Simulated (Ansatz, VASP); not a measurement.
# Cross-check of Si7Ge (random alloy of the diamond Si-Ge line, x = 0.125) between VASP and Ansatz, part 3 of 3

One calculation is typed for both programs; each brings its own data sets. How far apart do they land? Of the first pair: The structure shown is the start of the Ansatz relaxation below; VASP solves that cell, so the two are compared at the walk's first step.

VASP 6.6.1 and Ansatz 0.2.0.

So far. Step 3 (VASP: single point, PBE, start cell, pair 1): The run ends at a pressure of -0.23 GPa, with forces up to 1.6 eV/Å.

## 6. VASP: single point, PBE, relaxed cell, pair 2

Level of this step: PBE; plane waves and PAW (Si, Ge_d) (VASP).

The same cell, functional, mesh and smearing now go to VASP, with its own data sets.

Input file INCAR:

```
SYSTEM = Si7Ge
PREC = Accurate
ENCUT = 500
EDIFF = 1E-06
NELM = 120
ISMEAR = -1
SIGMA = 0.025
LREAL = Auto
ALGO = Normal
GGA = PE
NBANDS = 216
LORBIT = 11
LWAVE = .FALSE.
LCHARG = .FALSE.
ISIF = 2
LASPH = .TRUE.
GGA_COMPAT = .FALSE.
EFERMI = MIDGAP
KPAR = 8
```

Input file POSCAR:

```
Si7Ge
1.0
   11.0038420000      0.0001590000      0.0006320000
    0.0001590000     11.0024270000     -0.0014340000
    0.0006320000     -0.0014340000     11.0028670000
Si Ge
56 8
Direct
    0.9982600000      0.0007500000      0.0000100000
    0.1245300000      0.1246300000      0.1232500000
    0.9979900000      0.2474700000      0.2473100000
    0.2479600000      0.9995900000      0.2483000000
    0.2502500000      0.2507900000      0.0005800000
    0.3756500000      0.3759000000      0.1242300000
    0.9993000000      0.0008300000      0.4996500000
    0.1224200000      0.1271100000      0.6238100000
    0.9991500000      0.2500600000      0.7505600000
    0.1245800000      0.3743300000      0.8753600000
    0.3767300000      0.1275800000      0.8769900000
    0.2502300000      0.2500500000      0.5037100000
    0.3755800000      0.3749600000      0.6254800000
    0.9998900000      0.4998400000      0.0001500000
    0.1225000000      0.6233800000      0.1274100000
    0.9986400000      0.7502100000      0.2498600000
    0.1225800000      0.8766900000      0.3730200000
    0.2525600000      0.5015700000      0.2474700000
    0.3778800000      0.6235000000      0.3726600000
    0.3765700000      0.8768800000      0.1271200000
    0.1245700000      0.6258200000      0.6292300000
    0.9983700000      0.7505300000      0.7510200000
    0.1203400000      0.8760900000      0.8753800000
    0.2484800000      0.4974000000      0.7489600000
    0.3798100000      0.8755500000      0.6251200000
    0.4992100000      0.9989000000      0.9986500000
    0.5001600000      0.2541300000      0.2504800000
    0.6258600000      0.3760700000      0.3756300000
    0.7518000000      0.9978900000      0.2520900000
    0.8745300000      0.1248300000      0.3752200000
    0.7526300000      0.2520600000      0.9973800000
    0.8749500000      0.3754600000      0.1244600000
    0.5038200000      0.9987700000      0.5013900000
    0.6257800000      0.1252000000      0.6257800000
    0.5009400000      0.2507000000      0.7505000000
    0.6260700000      0.3752000000      0.8747900000
    0.7507000000      0.0005700000      0.7503400000
    0.8753800000      0.1252500000      0.8746600000
    0.7494600000      0.2496100000      0.5001000000
    0.8717000000      0.3731400000      0.6277400000
    0.5032500000      0.4979700000      0.0015500000
    0.6258300000      0.6252500000      0.1250000000
    0.5015700000      0.7504700000      0.2499800000
    0.6261300000      0.8743300000      0.3756700000
    0.7500900000      0.5005000000      0.2497700000
    0.8721600000      0.6278400000      0.3733100000
    0.7501400000      0.7501600000      0.0001300000
    0.8749800000      0.8749000000      0.1248600000
    0.5006400000      0.4999100000      0.5001900000
    0.6263900000      0.6249000000      0.6240400000
    0.5042200000      0.7512500000      0.7478500000
    0.6261300000      0.8752800000      0.8748100000
    0.7492900000      0.5004800000      0.7506600000
    0.8745600000      0.6248800000      0.8754900000
    0.7500000000      0.7505600000      0.5000400000
    0.8749200000      0.8753800000      0.6248000000
    0.1266400000      0.3735800000      0.3728700000
    0.3753500000      0.1247000000      0.3760400000
    0.2499400000      0.0011300000      0.7501700000
    0.2476500000      0.7516000000      0.0022200000
    0.9966700000      0.5020400000      0.5020700000
    0.3777400000      0.6232200000      0.8730800000
    0.2509600000      0.7502700000      0.4995700000
    0.6263400000      0.1257300000      0.1248700000
```

Input file KPOINTS:

```
Automatic mesh
0
Gamma
2 2 2
0 0 0
```

PAW data sets: Si and Ge_d (PBE family, release 64).

On the command line:

```sh
mpirun -np 8 vasp_std
```

Numbers of over 12 decimals in the logs are rounded to 6 here.

Output:

```text
[banner, memory and clock lines left out]
running    8 mpi-ranks, on    1 nodes
[...]
[... a notice as in an earlier step ...]

 LDA part: xc-table for (Slater+PW92), standard interpolation
 POSCAR, INCAR and KPOINTS ok, starting setup
[...]
entering main loop
       N       E                     dE             d eps       ncg     rms          rms(c)
DAV:   1     0.349211869126E+04    0.34921E+04   -0.11063E+05  3904   0.195E+03
DAV:   2     0.347942921558E+03   -0.31442E+04   -0.29866E+04  3456   0.535E+02
DAV:   3    -0.280682017744E+03   -0.62862E+03   -0.57921E+03  4024   0.178E+02
DAV:   4    -0.341595289386E+03   -0.60913E+02   -0.59446E+02  4272   0.591E+01
[...]
DAV:  14    -0.339358413171E+03   -0.37236E-05   -0.12396E-05  3496   0.104E-02    0.274E-03
DAV:  15    -0.339358414363E+03   -0.11915E-05   -0.27393E-06  2552   0.111E-02    0.151E-03
DAV:  16    -0.339358414614E+03   -0.25141E-06   -0.67168E-07  2456   0.659E-03
   1 F= -.33935841E+03 E0= -.33935841E+03  d E =-.299223E-05
```

OUTCAR, selected parts (step 6):

```text
  Total       -0.8621480     -0.8461695     -0.8739221      0.0519427      0.1038094     -0.0507441
  in kB       -1.0369402     -1.0177223     -1.0511014      0.0624736      0.1248558     -0.0610319
  external PRESSURE =      -1.0352546 kB  Pullay stress =       0.0000000 kB

 POSITION                                       TOTAL-FORCE (eV/Angst)
 -----------------------------------------------------------------------------------
     10.98470      0.00841      0.00074        -0.000929      0.005176      0.002936
      1.37041      1.37108      1.35600         0.002689     -0.002951     -0.000832
     10.98192      2.72257      2.72139        -0.000334      0.002061     -0.002499
      2.72883     10.99760      2.73074        -0.007452     -0.003186     -0.011826
      2.75375      2.75934      0.00618         0.002116      0.001688      0.003886
      4.13373      4.13569      1.36658        -0.003745      0.002726     -0.004499
     10.99646      0.00857      5.49821        -0.000716      0.005189     -0.006486
      1.34750      1.39764      6.86359        -0.000351     -0.001330     -0.001856
     10.99500      2.75035      8.25858        -0.004555     -0.001300      0.004213
      1.37147      4.11730      9.63101        -0.002132      0.000897      0.004899
      4.14605      1.40249      9.64946        -0.002572     -0.000270      0.002762
      2.75385      2.75047      5.54205         0.005668     -0.005138      0.005407
      4.13328      4.12463      6.88177         0.000234      0.001061      0.001193
     11.00271      5.49961      0.00157         0.001018      0.001419     -0.003396
[...]
-----------------------------------------------------------------------------------
    total drift:                                0.010452      0.057312      0.019582

  FREE ENERGIE OF THE ION-ELECTRON SYSTEM (eV)
  ---------------------------------------------------
  free  energy   TOTEN  =      -339.3584146141 eV

  energy  without entropy=     -339.3584116218  energy(sigma->0) =     -339.35841312

[... 1 part as in an earlier step ...]

[... 1 further part left out ...]
```

The run ends at a pressure of -0.10 GPa, with forces up to 0.014 eV/Å.

## 7. Comparison

What differs besides the data sets and the points named for the pairs above, as far as they apply: the cutoff is 420 eV in Ansatz and 500 eV in VASP (PREC = Accurate, projectors in real space). Total energies have different zeros and are not compared.

Compared:

```
              quantity  Ansatz   VASP  difference
        pressure (GPa)    0.00  -0.10       +0.10
gap on the k mesh (eV)   0.596  0.599      -0.003
```

At this near-relaxed geometry the largest component of a force difference is 8 meV/Å. A gap on the mesh is an upper bound, since the band edges may lie between its points.

## 8. What came out

```
r.m.s. force difference (single point, PBE, start cell, pair 1)           : 0.53 % of the r.m.s. force
difference in gap on the k mesh (single point, PBE, relaxed cell, pair 2) : -0.0025 eV
```

**Reading.** The r.m.s. force difference is 0.53 % of the r.m.s. force (single point, PBE, start cell, pair 1), within the 3 % picked in this series as the mark of a large difference. Such differences can come from data sets, numerical settings and the points named under the comparisons, not from the functional's error against experiment.

[Lines on the potential files, build, host, timing and source positions are cut from VASP's logs without a mark.]

[Logs are printed without paths, hosts, clocks, repeated set-up lines and the standing remarks that a program may print on its own settings, such as how far it seeks lower states.]

[Hosts, paths, dates, database ids (printed as entryN), source tags and the programs' standing remarks are cut or masked in the printed files.]
